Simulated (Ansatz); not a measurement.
The system is TaN.

```
Ta N
1.0
     3.66304    0.00000    0.00000
     0.00000    3.66304    0.00000
     0.00000    0.00000    4.56049
Ta N
2 2
Direct
  0.00000 0.50000 0.00000
  0.50000 0.00000 0.50000
  0.00000 0.00000 0.25000
  0.00000 0.00000 0.75000
```

The cell comes from a database or a generator and needn't be the stable form of this composition.

Program: Ansatz 0.2.0. Alike in all runs: potentials or basis Ansatz PAW; no spin polarisation; cell as given; k mesh 4 × 4 × 4; smearing fermi-dirac 0.05 eV; the mesh is coarse, so values aren't converged.

**Question.** Order these runs on this cell by their pressure, lowest first.
A. level r2SCAN; cutoff (eV) 500; points for each segment of the path 14
B. level LDA; cutoff (eV) 420; points for each segment of the path 14
C. level r2SCAN0; cutoff (eV) 500
D. level HSE06; cutoff (eV) 420; points for each segment of the path 4

**Answer.** B (-28.9 GPa), C (-26.5 GPa), D (-24.7 GPa), A (-23.0 GPa).

Caveats: all runs use coarse meshes; the PAW data sets come from PBE, with cores solved anew for the run's functional, which leaves a small shift of forces and pressure; the thresholds are loose for stress (some runs); a pressure of tens of GPa on the cell as given is suspect, and the run, the potentials or the cell itself is likely at fault (some runs).
